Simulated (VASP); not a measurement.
# I (P4/mmm) in VASP: notebook

The runs below take I through relaxation of cell and atoms, relaxation of the atoms, with PBE, LDA.

Program: VASP 6.6.1. These are calculated values, not measurements. Logs are shortened: lines on timing, memory, paths and dates and some standing lists are left out, and cuts for length are marked.

**1. The crystal as given**

The structure is tetragonal, space group P4/mmm (No. 123). Conventional cell: a = 3.238 Å, b = 3.238 Å, c = 5.131 Å, α = 90.00°, β = 90.00°, γ = 90.00°. Around I (site symmetry 4/mmm) lie 4 I at 3.24 Å.

The cell was built by a generator and needn't be a form met in nature.

**2. Relaxation of cell and atoms, PBE**

INCAR reads:

```
SYSTEM = I
PREC = Accurate
ENCUT = 600
EDIFF = 1E-6
ISMEAR = 0
SIGMA = 0.05
LREAL = .FALSE.
LASPH = .TRUE.
NELM = 60
ALGO = Normal
ISIF = 3
LWAVE = .FALSE.
LCHARG = .FALSE.
GGA = PE
IBRION = 2
NSW = 60
EDIFFG = -0.005
```

KPOINTS reads:

```
regular mesh
0
G
  8 8 5
  0 0 0
```

POSCAR reads:

```
I
1.0
    3.2379500000      0.0000000000      0.0000000000
    0.0000000000      3.2379500000      0.0000000000
    0.0000000000      0.0000000000      5.1311800000
I
1
Direct
    0.5000000000      0.5000000000      0.0000000000
```

Potentials or basis: VASP PAW PBE potentials, release 64 (I).

On the command line:

```bash
cat potpaw_PBE.64/I/POTCAR > POTCAR
mpirun -np 1 vasp_std > vasp.out
```

OUTCAR:

```text
SYSTEM = I
   PREC = Accurate
   ENCUT = 600
   EDIFF = 1E-6
   ISMEAR = 0
   LREAL = .FALSE.
   LASPH = .TRUE.
   NELM = 60
   ISIF = 3
   GGA = PE
   IBRION = 2
   NSW = 60
   EDIFFG = -0.005

 ion  position               nearest neighbor table
   1  0.500  0.500  0.000-

  LATTYP: Found a simple tetragonal cell.
 ALAT       =     3.2379500000
 C/A-ratio  =     1.5847001961

  Lattice vectors:

 A1 = (   3.2379500000,   0.0000000000,   0.0000000000)
 A2 = (   0.0000000000,   3.2379500000,   0.0000000000)
 A3 = (   0.0000000000,   0.0000000000,   5.1311800000)

Analysis of symmetry for initial positions (statically):
=====================================================================
 Subroutine PRICEL returns:
 Original cell was already a primitive cell.

 Routine SETGRP: Setting up the symmetry group for a
 simple tetragonal supercell.

 Subroutine GETGRP returns: Found 16 space group operations
 (whereof 16 operations were pure point group operations)
 out of a pool of 16 trial point group operations.

The static configuration has the point symmetry D_4h.

Analysis of symmetry for dynamics (positions and initial velocities):
=====================================================================
 Subroutine PRICEL returns:
 Original cell was already a primitive cell.

 Routine SETGRP: Setting up the symmetry group for a
 simple tetragonal supercell.

 Subroutine GETGRP returns: Found 16 space group operations
 (whereof 16 operations were pure point group operations)
 out of a pool of 16 trial point group operations.

The dynamic configuration has the point symmetry D_4h.

 Subroutine INISYM returns: Found 16 space group operations
 (whereof 16 operations are pure point group operations),
 and found     1 'primitive' translations

----------------------------------------------------------------------------------------

                                     Primitive cell

  volume of cell :      53.7969

  direct lattice vectors                    reciprocal lattice vectors
     3.237950000  0.000000000  0.000000000     0.308837382  0.000000000  0.000000000
     0.000000000  3.237950000  0.000000000     0.000000000  0.308837382  0.000000000
     0.000000000  0.000000000  5.131180000     0.000000000  0.000000000  0.194886946

  length of vectors
     3.237950000  3.237950000  5.131180000     0.308837382  0.308837382  0.194886946

  position of ions in fractional coordinates (direct lattice)
     0.500000000  0.500000000  0.000000000

  ion indices of the primitive-cell ions
   primitive index   ion index
                 1           1

----------------------------------------------------------------------------------------

 KPOINTS: regular mesh

Automatic generation of k-mesh.
 Grid dimensions read from file:
 generate k-points for:    8    8    5

 Generating k-lattice:

  Cartesian coordinates                     Fractional coordinates (reciprocal lattice)
     0.038604673  0.000000000  0.000000000     0.125000000  0.000000000  0.000000000
     0.000000000  0.038604673  0.000000000     0.000000000  0.125000000  0.000000000
     0.000000000  0.000000000  0.038977389     0.000000000  0.000000000  0.200000000

  Length of vectors
     0.038604673  0.038604673  0.038977389

  Shift w.r.t. Gamma in fractional coordinates (k-lattice)
     0.000000000  0.000000000  0.000000000

 Subroutine IBZKPT returns following result:
 ===========================================

 Found     45 irreducible k-points:

 Following reciprocal coordinates:
            Coordinates               Weight
  0.000000  0.000000  0.000000      1.000000
[... 45 lines left out ...]
   NSW    =     60    number of steps for IOM
   IBRION =      2    ionic relax: 0-MD 1-quasi-New 2-CG
   NFREE  =      1    steps in history (QN), initial steepest desc. (CG)
   ISIF   =      3    stress and relaxation
   ISYM   =      2    0-nonsym 1-usesym 2-fastsym
   POTIM  = 0.5000    time-step for ionic-motion
   TEBEG  =    0.0;   TEEND  =   0.0 temperature during run
   PSTRESS=    0.0 pullay stress
   NELECT =       7.0000    total number of electrons
   NUPDOWN=      -1.0000    fix difference up-down
   EMIN   =  10.00;   EMAX   =-10.00  energy-range for DOS
   EFERMI =   0.00;   METHOD = LEGACY
   ISMEAR =     0;   SIGMA  =   0.05  broadening in eV -4-tet -1-fermi 0-gaus
   EFERMI_NEDOS =   21; number of points for ismear=-14 and -15
   IALGO  =     38    algorithm
   IMIX   =      4    mixing-type and parameters
     AMIX     =   0.40;   BMIX     =  1.00
     AMIX_MAG =   1.60;   BMIX_MAG =  1.00
  volume/ion in A,a.u.               =      53.80       363.04
  Fermi-wavevector in a.u.,A,eV,Ry     =   0.829574  1.567667  9.363429  0.688193
  Thomas-Fermi vector in A             =   1.942144
   LORBIT       =      0    0 simple, 1 ext, 2 COOP (PROOUT), +10 PAW based schemes
   GGA     = PE    functional components
   LHFCALC =     F    Hartree Fock is set to
   AEXX    =    0.0000 exact exchange contribution
   IVDW    =     0    specifies the selected vdW correction
   LEPSILON=     F    determine dielectric tensor
   LRPA    =     F    only Hartree local field effects (RPA)
 conjugate gradient relaxation of ions
 non-spin polarized calculation
 Gauss-broadening in eV      SIGMA  =   0.05
  energy-cutoff  :      600.00
  volume of cell :       53.80
 maximum number of plane-waves:      1824
 NGX is ok and might be reduce to    28
   NGX = 13   NGY = 13   NGZ = 21

--------------------------------------- Ionic step        1  -------------------------------------------

 number of electron       7.0000000 magnetization

 Free energy of the ion-electron system (eV)
  ---------------------------------------------------
  ext. energy  EPLUGINS =         0.00000000
  ---------------------------------------------------
  free energy    TOTEN  =        -1.37508388 eV

  energy without entropy =       -1.37169040  energy(sigma->0) =       -1.37338714

------------------------ aborting loop because EDIFF is reached ----------------------------------------

  FORCE on cell =-STRESS in cart. coord.  units (eV):
  Direction    XX          YY          ZZ          XY          YZ          ZX
  --------------------------------------------------------------------------------------
  -------------------------------------------------------------------------------------
  Total        0.0064479      0.0064479      0.0012241      0.0000000     -0.0000000     -0.0000000
  in kB        0.1920302      0.1920302      0.0364561      0.0000000     -0.0000000     -0.0000000
  external PRESSURE =       0.1401722 kB  Pullay stress =       0.0000000 kB

 VOLUME and BASIS-vectors are now :
 -----------------------------------------------------------------------------
  energy-cutoff  :      600.00
  volume of cell :       53.80
      direct lattice vectors                 reciprocal lattice vectors
     3.237950000  0.000000000  0.000000000     0.308837382  0.000000000  0.000000000
     0.000000000  3.237950000  0.000000000     0.000000000  0.308837382  0.000000000
     0.000000000  0.000000000  5.131180000     0.000000000  0.000000000  0.194886946

 POSITION                                       TOTAL-FORCE (eV/Angst)
 -----------------------------------------------------------------------------------
      1.61898      1.61898      0.00000         0.000000      0.000000      0.000000
 -----------------------------------------------------------------------------------
    total drift:                               -0.000000      0.000000     -0.000000

  FREE ENERGIE OF THE ION-ELECTRON SYSTEM (eV)
  ---------------------------------------------------
  free  energy   TOTEN  =        -1.3750838788 eV

  energy  without entropy=       -1.3716904037  energy(sigma->0) =       -1.37338714

--------------------------------------- Ionic step        2  -------------------------------------------

 number of electron       7.0000000 magnetization

 Free energy of the ion-electron system (eV)
  ---------------------------------------------------
  ext. energy  EPLUGINS =         0.00000000
  ---------------------------------------------------
  free energy    TOTEN  =        -1.37508562 eV

  energy without entropy =       -1.37169214  energy(sigma->0) =       -1.37338888

 E-fermi :   1.2164     XC(G=0):  -6.8137

 val. band max:        1.2121950489   @ k =   0.2500   0.1250   0.2000
 cond. band min:       1.2275843967   @ k =   0.2500   0.1250   0.4000
 fundamental gap:      0.0153893478
 Fermi energy:         1.2163740470

 k-point     1 :       0.0000    0.0000    0.0000
  band No.  band energies     occupation
      1     -12.4120      2.00000
      2      -1.5114      2.00000
      3       2.0203      0.00000
      4       2.0203      0.00000
      5       5.1577      0.00000
      6       8.4141      0.00000
      7       8.8898      0.00000
[... 221 lines left out ...]
 k-point    24 :       0.5000    0.1250    0.2000
  band No.  band energies     occupation
      1     -10.9696      2.00000
      2      -3.6640      2.00000
      3      -0.2653      2.00000
      4       1.8099      0.00000
      5       6.8424      0.00000
      6       8.9879      0.00000
      7       9.7926      0.00000

 [... further k-points ...]

------------------------ aborting loop because EDIFF is reached ----------------------------------------

  FORCE on cell =-STRESS in cart. coord.  units (eV):
  Direction    XX          YY          ZZ          XY          YZ          ZX
  --------------------------------------------------------------------------------------
  -------------------------------------------------------------------------------------
  Total       -0.0009066     -0.0009066      0.0020491      0.0000000     -0.0000000      0.0000000
  in kB       -0.0269830     -0.0269830      0.0609861      0.0000000     -0.0000000      0.0000000
  external PRESSURE =       0.0023400 kB  Pullay stress =       0.0000000 kB

 VOLUME and BASIS-vectors are now :
 -----------------------------------------------------------------------------
  energy-cutoff  :      600.00
  volume of cell :       53.83
      direct lattice vectors                 reciprocal lattice vectors
     3.238957205  0.000000000 -0.000000000     0.308741344  0.000000000  0.000000000
     0.000000000  3.238957205 -0.000000000     0.000000000  0.308741344  0.000000000
    -0.000000000 -0.000000000  5.131483016     0.000000000  0.000000000  0.194875438

 POSITION                                       TOTAL-FORCE (eV/Angst)
 -----------------------------------------------------------------------------------
      1.61948      1.61948     -0.00000         0.000000      0.000000      0.000000
 -----------------------------------------------------------------------------------
    total drift:                               -0.000000      0.000000     -0.000000

  FREE ENERGIE OF THE ION-ELECTRON SYSTEM (eV)
  ---------------------------------------------------
  free  energy   TOTEN  =        -1.3750856248 eV

  energy  without entropy=       -1.3716921376  energy(sigma->0) =       -1.37338888

 reached required accuracy - stopping structural energy minimisation
```

It took 20 s on 1 thread of AMD EPYC 7R43 (Zen 3), shared host; peak memory 0.15 GiB.

Results:

```
Free energy                            : -1.3751 eV
Relaxed volume                         : 53.83 Å³/atom
Relaxed cell                           : a = 3.239 Å, b = 3.239 Å, c = 5.131 Å, α = 90.00°, β = 90.00°, γ = 90.00°
Space group after relaxing (to 0.05 Å) : P4/mmm (No. 123)
Energy gained by relaxing              : 0.0 meV/atom
Ionic steps                            : 2
Pressure after relaxing                : 0.0 GPa
Band gap on the k mesh                 : none (metal or under the smearing width)
```

Final structure:
```
CELL_PARAMETERS angstrom
3.23896 0.00000 0.00000
0.00000 3.23896 0.00000
0.00000 0.00000 5.13148
ATOMIC_POSITIONS crystal
I 0.50000 0.50000 0.00000
```

Caveat: an odd number of electrons without spin polarisation forces a metal; a magnetic or distorted state may lie lower. The run has no spin-orbit coupling, so splittings on I are missing.

**3. Relaxation of the atoms, LDA**

INCAR reads:

```
SYSTEM = I
ALGO = Normal
EDIFF = 1E-7
EDIFFG = -0.01
ENCUT = 520
GGA = CA
IBRION = 2
ISIF = 2
ISMEAR = 0
LASPH = .TRUE.
LCHARG = .FALSE.
LREAL = .FALSE.
LWAVE = .FALSE.
NELM = 60
NSW = 40
PREC = Accurate
SIGMA = 0.05
```

KPOINTS reads:

```
k-points
0
G
  8 8 5
  0 0 0
```

POSCAR is that of step 2.

Potentials or basis: VASP PAW LDA potentials, release 64 (I).

On the command line:

```bash
cat potpaw_LDA.64/I/POTCAR > POTCAR
mpirun -np 1 vasp_std > vasp.out
```

It took 12 s on 1 thread of AMD EPYC 7R43 (Zen 3), shared host; peak memory 0.11 GiB.

The run converged. Its results:

```
Free energy             : -1.8130 eV
Pressure after relaxing : -1.7 GPa
Band gap on the k mesh  : none (metal or under the smearing width)
```

Stress tensor (GPa, compression positive):
```
-2.29  0.00  0.00
 0.00 -2.29  0.00
 0.00  0.00 -0.43
```

Final structure:
```
I
1.0
     3.23795    0.00000    0.00000
     0.00000    3.23795    0.00000
     0.00000    0.00000    5.13118
I
1
Direct
  0.50000 0.50000 0.00000
```

Levels at points of the mesh, in eV from the Fermi level:
```csv
k point,band 2,band 3,band 4,band 5,band 6,band 7
"(0.00, 0.00, 0.00)",-2.69,0.81,0.81,3.69,7.24,7.58
"(0.50, 0.00, 0.00)",-5.05,-1.43,1.77,6.11,6.73,7.72
"(0.50, 0.50, 0.00)",-3.83,-3.83,-0.30,3.91,8.25,8.25
```

Caveat: the relaxation stopped at its first step, so nothing moved; an odd number of electrons without spin polarisation forces a metal; a magnetic or distorted state may lie lower. Spin-orbit coupling is left out, which matters for the levels of I.

**4. For comparison**

An earlier run on the cell as given: functional PBE; potentials or basis VASP PAW PBE potentials, release 64 (I); cutoff 520 eV; k mesh 8 × 8 × 5; occupations fermi-dirac, width 0.05 eV; no spin polarisation.

- Pressure: 0.0 GPa
- Band gap on the k mesh: none (metal or under the smearing width)

**5. The runs side by side**

```tsv
task	level	potentials or basis	cell	cutoff (eV)	smearing	gap on the mesh (eV)	pressure (GPa)
relaxation of cell and atoms	PBE	VASP PAW PBE potentials, release 64 (I)	relaxed	600	gaussian 0.05 eV	none	0.0
relaxation of the atoms	LDA	VASP PAW LDA potentials, release 64 (I)	atoms relaxed	520	gaussian 0.05 eV	none	-1.7
single point	PBE	VASP PAW PBE potentials, release 64 (I)	as given	520	fermi-dirac 0.05 eV	none	0.0
```

Alike in all rows: no spin polarisation; k mesh 8 × 8 × 5.

Caveats: an odd number of electrons without spin polarisation forces a metal; a magnetic or distorted state may lie lower; the relaxation stopped at its first step, so nothing moved (some runs).

Total energies depend on the potentials used, so only differences within one code and one set of settings carry meaning.
